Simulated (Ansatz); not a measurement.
# Zinc, hcp under PBE: how the plane-wave cutoff moves the result, part 2 of 2

How high must the plane-wave cutoff be for energy and pressure to settle? The geometry was relaxed under PBE beforehand and stays fixed; 9 values are run, from 150 to 800 eV. Wanted are the values from which on the energy stays within 10 and 1 meV/atom, and the pressure within 0.5 GPa, of the last run. Within the series other settings stay, but some runs also write fields, which adds to their time. Spin polarisation is left out.

Ansatz 0.2.0; DFT PBE, plane waves with PAW, scalar-relativistic.

### Step 6. Run at 300 eV

The run at 300 eV.

The input, input.yaml:

```yaml
crystal:
  lattice:
    - [2.6556370042, 0.0, 0.0]
    - [-1.3278185021, 2.2998491089, 0.0]
    - [0.0, 0.0, 4.962461604]
  atoms:
    - { symbol: Zn, position: [0.3333333333, 0.6666666667, 0.25] }
    - { symbol: Zn, position: [0.6666666667, 0.3333333333, 0.75] }
hamiltonian:
  xc: pbe
  pseudopotentials:
    kind: paw
    azcp:
      Zn: "pseudopotentials/Zn.paw.azcp"
basis:
  ecutwfc: 300
  fft_grid_basis: typed
kpoints:
  mp_grid: { grid: [14, 14, 7], shift: [0, 0, 0] }
magnetization:
  spin_polarized: false
scf:
  occupations: { method: fermi_dirac, width: 0.1 }
  lower_state_search: "off"
output:
  stress: true
  write_density: true
  write_potential: true
  elf: true
  volumetric_format: npy
```

Run with:

```sh
ansatz run input.yaml --threads 1 --pin off --max-ram 3584MiB --backend cpu --events-out ev --progress --plain --runs-dir out
```

The program printed, cut to the lines that bear on the results:

```text
Warning: basis.ecutwfc = 300 eV is below the records' recommended 420 eV, and the density's cutoff is lower with it unless basis.ecutrho_ratio is high enough to keep the records' density cutoff: compare with a run at a higher cutoff
[...]
Pseudopotentials: kind: paw
Pseudopotential: Zn, paw, valence charge 12, recommended cutoff 420 eV (normal), <dir>
Functional definition: PBE
[...]
Crystal: 2 atoms, lattice volume = 30.309 Å³
Basis set: ecut = 300 eV, 363 PW (Γ)
Bands: 16, of which v1, the nominal top of the filled ones, is band 12 counted from 1 (11 counted from 0)
Symmetry: 24 space group operations
Space group: P63/mmc (ITA 194), of the structure as read, at distance tolerance 3.1e-5 Å
k-points: 96 of 1372
[...]
SCF iter   1: F=—  HF=-6637.845381 eV  |F-HF|=—  |Δ(HF+E_count)|=         —  Δρ=2.12e-3  dr2=5.81e-4  ethr=1.77e-3  ⟨swp⟩=4.0  Hψ=6956  notcnv=0
[...]
SCF iter   6: F=-6637.834897 eV  HF=-6637.834897 eV  |F-HF|=4.86e-8  |Δ(HF+E_count)|=   5.93e-7  Δρ=1.45e-5  dr2=3.90e-8  ethr=4.17e-10  ⟨swp⟩=5.2  Hψ=9130  notcnv=0
[...]
SCF converged after 6 iterations
Free energy (F): -6637.834897 eV
[...]
E sigma→0 (E₀):  -6637.825885 eV
Entropy (-TS):   -0.018023 eV (-9.012 meV/atom)
Fermi energy:    11.078030 eV
[...]
--- Stress (GPa, compression-positive) ---
        1.650457      -0.000000       0.000000
       -0.000000       1.650457       0.000000
        0.000000       0.000000      -0.369098
  P = ⅓ Tr σ = 0.9773 GPa (9.773 kbar)
--- Band table (eV; the first three rows and the last of 96) ---
  k-point 0: bands = ["0.6601", "2.3734", "3.0627", "3.2892", "3.2892", "3.3340", "3.3340", "3.6797", "3.6797", "3.8755", "3.8755", "7.4088", "7.9590", "24.4630", "28.3480", "28.6526"]
[...]
```

Run time: 3.2 s. Hardware: 1 thread of Intel Xeon Platinum 8259CL at 2.50GHz (Skylake/Cascade Lake), shared host; peak memory 0.49 GiB.

### Step 7. Run at 350 eV

The run at 350 eV.

input.yaml, as its differences from that of step 6:

```diff
@@ -15,3 +15,3 @@
 basis:
-  ecutwfc: 300
+  ecutwfc: 350
   fft_grid_basis: typed
@@ -26,5 +26 @@
   stress: true
-  write_density: true
-  write_potential: true
-  elf: true
-  volumetric_format: npy
```

Run with:

```sh
ansatz run input.yaml --threads 1 --pin off --max-ram 3584MiB --backend cpu --events-out ev --progress --plain --runs-dir out
```

The program printed, cut to the lines that bear on the results:

```text
Warning: basis.ecutwfc = 350 eV is below the records' recommended 420 eV, and the density's cutoff is lower with it unless basis.ecutrho_ratio is high enough to keep the records' density cutoff: compare with a run at a higher cutoff
[...]
Pseudopotentials: kind: paw
Pseudopotential: Zn, paw, valence charge 12, recommended cutoff 420 eV (normal), <dir>
Functional definition: PBE
[...]
Crystal: 2 atoms, lattice volume = 30.309 Å³
Basis set: ecut = 350 eV, 429 PW (Γ)
Bands: 16, of which v1, the nominal top of the filled ones, is band 12 counted from 1 (11 counted from 0)
Symmetry: 24 space group operations
Space group: P63/mmc (ITA 194), of the structure as read, at distance tolerance 3.1e-5 Å
k-points: 96 of 1372
[...]
SCF iter   1: F=—  HF=-6638.047527 eV  |F-HF|=—  |Δ(HF+E_count)|=         —  Δρ=1.90e-3  dr2=6.33e-4  ethr=1.77e-3  ⟨swp⟩=4.5  Hψ=7128  notcnv=0
[...]
SCF iter   6: F=-6638.046282 eV  HF=-6638.046282 eV  |F-HF|=7.63e-10  |Δ(HF+E_count)|=   3.20e-7  Δρ=1.71e-6  dr2=2.18e-10  ethr=4.17e-10  ⟨swp⟩=3.0  Hψ=6543  notcnv=0
[...]
SCF converged after 6 iterations
Free energy (F): -6638.046282 eV
[...]
E sigma→0 (E₀):  -6638.037245 eV
Entropy (-TS):   -0.018074 eV (-9.037 meV/atom)
Fermi energy:    11.088128 eV
[...]
--- Stress (GPa, compression-positive) ---
        0.657423      -0.000000       0.000000
        0.000000       0.657423       0.000000
        0.000000       0.000000      -0.323575
  P = ⅓ Tr σ = 0.3304 GPa (3.304 kbar)
```

Wall time 2.4 s (1 thread of Intel Xeon Platinum 8259CL at 2.50GHz (Skylake/Cascade Lake), shared host); peak memory 0.51 GiB.

### Step 8. Run at 420 eV

The run at 420 eV.

input.yaml, as its differences from that of step 7:

```diff
@@ -15,3 +15,3 @@
 basis:
-  ecutwfc: 350
+  ecutwfc: 420
   fft_grid_basis: typed
```

Run with:

```sh
ansatz run input.yaml --threads 1 --pin off --max-ram 3584MiB --backend cpu --events-out ev --progress --plain --runs-dir out
```

The program printed, cut to the lines that bear on the results:

```text
[...]
Pseudopotentials: kind: paw
Pseudopotential: Zn, paw, valence charge 12, recommended cutoff 420 eV (normal), <dir>
Functional definition: PBE
[...]
Crystal: 2 atoms, lattice volume = 30.309 Å³
Basis set: ecut = 420 eV, 623 PW (Γ)
Bands: 16, of which v1, the nominal top of the filled ones, is band 12 counted from 1 (11 counted from 0)
Symmetry: 24 space group operations
Space group: P63/mmc (ITA 194), of the structure as read, at distance tolerance 3.1e-5 Å
k-points: 96 of 1372
[...]
SCF iter   1: F=—  HF=-6638.059352 eV  |F-HF|=—  |Δ(HF+E_count)|=         —  Δρ=1.12e-3  dr2=2.62e-4  ethr=1.77e-3  ⟨swp⟩=5.1  Hψ=7641  notcnv=0
[...]
SCF iter   6: F=-6638.059529 eV  HF=-6638.059529 eV  |F-HF|=4.57e-8  |Δ(HF+E_count)|=   3.18e-9  Δρ=1.55e-5  dr2=3.89e-8  ethr=3.60e-10  ⟨swp⟩=3.2  Hψ=6367  notcnv=0
[...]
SCF converged after 6 iterations
Free energy (F): -6638.059529 eV
[...]
E sigma→0 (E₀):  -6638.050481 eV
Entropy (-TS):   -0.018096 eV (-9.048 meV/atom)
Fermi energy:    11.084693 eV
[...]
--- Stress (GPa, compression-positive) ---
        0.386134      -0.000000       0.000000
       -0.000000       0.386134       0.000000
        0.000000       0.000000      -0.318849
  P = ⅓ Tr σ = 0.1511 GPa (1.511 kbar)
```

Wall time 3.3 s (1 thread of Intel Xeon Platinum 8259CL at 2.50GHz (Skylake/Cascade Lake), shared host); peak memory 0.5 GiB.

### Step 9. Run at 500 eV

The run at 500 eV.

input.yaml, as its differences from that of step 8:

```diff
@@ -15,3 +15,3 @@
 basis:
-  ecutwfc: 420
+  ecutwfc: 500
   fft_grid_basis: typed
```

Run with:

```sh
ansatz run input.yaml --threads 1 --pin off --max-ram 3584MiB --backend cpu --events-out ev --progress --plain --runs-dir out
```

The program printed, cut to the lines that bear on the results:

```text
[...]
Pseudopotentials: kind: paw
Pseudopotential: Zn, paw, valence charge 12, recommended cutoff 420 eV (normal), <dir>
Functional definition: PBE
[...]
Crystal: 2 atoms, lattice volume = 30.309 Å³
Basis set: ecut = 500 eV, 775 PW (Γ)
Bands: 16, of which v1, the nominal top of the filled ones, is band 12 counted from 1 (11 counted from 0)
Symmetry: 24 space group operations
Space group: P63/mmc (ITA 194), of the structure as read, at distance tolerance 3.1e-5 Å
k-points: 96 of 1372
[...]
SCF iter   1: F=—  HF=-6638.062896 eV  |F-HF|=—  |Δ(HF+E_count)|=         —  Δρ=1.46e-3  dr2=3.94e-4  ethr=1.77e-3  ⟨swp⟩=5.1  Hψ=7852  notcnv=0
[...]
SCF iter   8: F=-6638.062924 eV  HF=-6638.062924 eV  |F-HF|=1.60e-9  |Δ(HF+E_count)|=   3.49e-8  Δρ=3.16e-6  dr2=1.62e-9  ethr=4.17e-10  ⟨swp⟩=4.4  Hψ=5649  notcnv=0
[...]
SCF converged after 8 iterations
Free energy (F): -6638.062924 eV
[...]
E sigma→0 (E₀):  -6638.053876 eV
Entropy (-TS):   -0.018095 eV (-9.048 meV/atom)
Fermi energy:    11.082358 eV
[...]
--- Stress (GPa, compression-positive) ---
        0.388725      -0.000000       0.000000
        0.000000       0.388725       0.000000
        0.000000       0.000000      -0.337625
  P = ⅓ Tr σ = 0.1466 GPa (1.466 kbar)
```

Wall time 3.8 s (1 thread of Intel Xeon Platinum 8259CL at 2.50GHz (Skylake/Cascade Lake), shared host); peak memory 0.52 GiB.

### Step 10. Run at 600 eV

The run at 600 eV.

input.yaml, as its differences from that of step 9:

```diff
@@ -15,3 +15,3 @@
 basis:
-  ecutwfc: 500
+  ecutwfc: 600
   fft_grid_basis: typed
@@ -26 +26,5 @@
   stress: true
+  write_density: true
+  write_potential: true
+  elf: true
+  volumetric_format: npy
```

Run with:

```sh
ansatz run input.yaml --threads 1 --pin off --max-ram 3584MiB --backend cpu --events-out ev --progress --plain --runs-dir out
```

The program printed, cut to the lines that bear on the results:

```text
[...]
Pseudopotentials: kind: paw
Pseudopotential: Zn, paw, valence charge 12, recommended cutoff 420 eV (normal), <dir>
Functional definition: PBE
[...]
Crystal: 2 atoms, lattice volume = 30.309 Å³
Basis set: ecut = 600 eV, 1027 PW (Γ)
Bands: 16, of which v1, the nominal top of the filled ones, is band 12 counted from 1 (11 counted from 0)
Symmetry: 24 space group operations
Space group: P63/mmc (ITA 194), of the structure as read, at distance tolerance 3.1e-5 Å
k-points: 96 of 1372
[...]
SCF iter   1: F=—  HF=-6638.063368 eV  |F-HF|=—  |Δ(HF+E_count)|=         —  Δρ=1.36e-3  dr2=3.46e-4  ethr=1.77e-3  ⟨swp⟩=5.0  Hψ=8000  notcnv=0
[...]
SCF iter   6: F=-6638.063329 eV  HF=-6638.063329 eV  |F-HF|=1.90e-9  |Δ(HF+E_count)|=   6.66e-8  Δρ=2.71e-6  dr2=1.12e-9  ethr=4.17e-10  ⟨swp⟩=10.2  Hψ=12423  notcnv=0
[...]
SCF converged after 6 iterations
Free energy (F): -6638.063329 eV
[...]
E sigma→0 (E₀):  -6638.054281 eV
Entropy (-TS):   -0.018095 eV (-9.047 meV/atom)
Fermi energy:    11.082015 eV
[...]
--- Stress (GPa, compression-positive) ---
        0.384654       0.000000       0.000000
       -0.000000       0.384654       0.000000
        0.000000       0.000000      -0.341467
  P = ⅓ Tr σ = 0.1426 GPa (1.426 kbar)
--- Band table (eV; the first three rows and the last of 96) ---
  k-point 0: bands = ["0.6658", "2.4787", "3.1885", "3.4293", "3.4293", "3.4782", "3.4782", "3.8180", "3.8180", "4.0212", "4.0212", "7.4152", "7.9949", "24.4464", "28.0481", "28.6313"]
[...]
```

Run time: 6.7 s. Hardware: 1 thread of Intel Xeon Platinum 8259CL at 2.50GHz (Skylake/Cascade Lake), shared host; peak memory 0.54 GiB.

### Step 11. Run at 800 eV

The run at 800 eV.

input.yaml, as its differences from that of step 10:

```diff
@@ -15,3 +15,3 @@
 basis:
-  ecutwfc: 600
+  ecutwfc: 800
   fft_grid_basis: typed
@@ -26,5 +26 @@
   stress: true
-  write_density: true
-  write_potential: true
-  elf: true
-  volumetric_format: npy
```

Run with:

```sh
ansatz run input.yaml --threads 1 --pin off --max-ram 3584MiB --backend cpu --events-out ev --progress --plain --runs-dir out
```

The program printed, cut to the lines that bear on the results:

```text
[...]
Pseudopotentials: kind: paw
Pseudopotential: Zn, paw, valence charge 12, recommended cutoff 420 eV (normal), <dir>
Functional definition: PBE
[...]
Crystal: 2 atoms, lattice volume = 30.309 Å³
Basis set: ecut = 800 eV, 1523 PW (Γ)
Bands: 16, of which v1, the nominal top of the filled ones, is band 12 counted from 1 (11 counted from 0)
Symmetry: 24 space group operations
Space group: P63/mmc (ITA 194), of the structure as read, at distance tolerance 3.1e-5 Å
k-points: 96 of 1372
[...]
SCF iter   1: F=—  HF=-6638.063667 eV  |F-HF|=—  |Δ(HF+E_count)|=         —  Δρ=1.19e-3  dr2=2.86e-4  ethr=1.77e-3  ⟨swp⟩=5.1  Hψ=8623  notcnv=0
[...]
SCF iter   6: F=-6638.063469 eV  HF=-6638.063469 eV  |F-HF|=1.18e-10  |Δ(HF+E_count)|=   3.05e-8  Δρ=2.78e-6  dr2=7.54e-10  ethr=8.30e-11  ⟨swp⟩=4.2  Hψ=5439  notcnv=0
[...]
SCF converged after 6 iterations
Free energy (F): -6638.063469 eV
[...]
E sigma→0 (E₀):  -6638.054422 eV
Entropy (-TS):   -0.018095 eV (-9.047 meV/atom)
Fermi energy:    11.082104 eV
[...]
--- Stress (GPa, compression-positive) ---
        0.384125       0.000000       0.000000
        0.000000       0.384125       0.000000
        0.000000       0.000000      -0.342757
  P = ⅓ Tr σ = 0.1418 GPa (1.418 kbar)
```

Wall time 6.7 s (1 thread of Intel Xeon Platinum 8259CL at 2.50GHz (Skylake/Cascade Lake), shared host); peak memory 0.57 GiB.

### Step 12. All values side by side

Differences are taken from the run at 800 eV.

```csv
cutoff (eV),plane waves at Γ,E(σ → 0) (meV/atom),P (GPa),SCF cycles,CPU time
150,135,30856.75,21.08,9,2.3 s
200,185,6616.21,-1.92,6,1.3 s
250,271,1149.55,4.16,6,2 s
300,363,114.27,0.98,6,3.2 s
350,429,8.59,0.33,6,2.4 s
420,623,1.97,0.15,6,3.3 s
500,775,0.27,0.15,8,3.8 s
600,1027,0.07,0.14,6,6.7 s
800,1523,0.00,0.14,6,6.8 s
```

### Step 13. Results

This closing draws on all 2 parts.

| quantity | value |
| --- | --- |
| E(σ → 0) stays within 10 meV/atom of 800 eV | from 350 eV on |
| E(σ → 0) stays within 1 meV/atom | from 500 eV on |
| pressure stays within 0.5 GPa | from 350 eV on |
| pressure at 800 eV | 0.14 GPa |
| CPU time, dearest over cheapest | 5.2 |
| run at the usual settings (mesh 22×22×11 against the series' 14×14×7, 420 eV) | -3.1 meV/atom from 800 eV, 0.10 GPa |

What this shows: At 150 eV the energy differs by +30857 meV/atom and the pressure by +20.9 GPa. The energy falls at each step up in cutoff, as the variational principle asks. Total energies within 1 meV/atom need 500 eV; differences between like structures often settle sooner.
